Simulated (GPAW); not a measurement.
Runs of GPAW 26.7.0 on CsPbBr3. It takes space group Pm-3m (No. 221, cubic). Conventional cell: a = 5.870 Å, b = 5.870 Å, c = 5.870 Å, α = 90.00°, β = 90.00°, γ = 90.00°. Pb (site symmetry m-3m) has 6 Br at 2.94 Å as nearest neighbours. Around Cs (site symmetry m-3m) lie 12 Br at 4.15 Å. Br (site symmetry 4/mmm) is surrounded by 2 Pb at 2.94 Å. Measurements of this composition are mostly on another form, of space group No. 62.

| task | level | potentials or basis | band path | band points | pressure (GPa) | V0 of scaled cells (Å³/atom) | B0 (GPa) |
| --- | --- | --- | --- | --- | --- | --- | --- |
| band structure | LDA | the program's PAW data sets (release 1.2.1) made for this functional, pw | GXMGRX,MR | 100 | -1.3 | - | - |
| band structure | PBEsol | PAW data sets generated in the run's folder for this functional, pw | GXMGRX,MR | 100 | (a) | - | - |
| band structure | r2SCAN | GPAW PAW data sets (gpaw-data 1.2.1), pw | GXMGRX,MR | 100 | (b) | - | - |
| equation of state | LDA | the program's PAW data sets (release 1.2.1) made for this functional, pw | - | - | - | 38.24 | 25 |
| equation of state | PBEsol | PAW data sets generated in the run's folder for this functional, pw | - | - | - | 40.32 | 21 |

Alike in all rows: no spin polarisation; cell as given; k mesh 5 × 5 × 5; cutoff (eV) 600; smearing fermi-dirac 0.05 eV.

Q: Estimate the missing entries.

A: (a) -0.1; (b) 0.7.

Caveats: the PAW data sets were made with another functional, which shifts forces and pressure a little (some runs).

Runs at the PBE level aren't shown here.
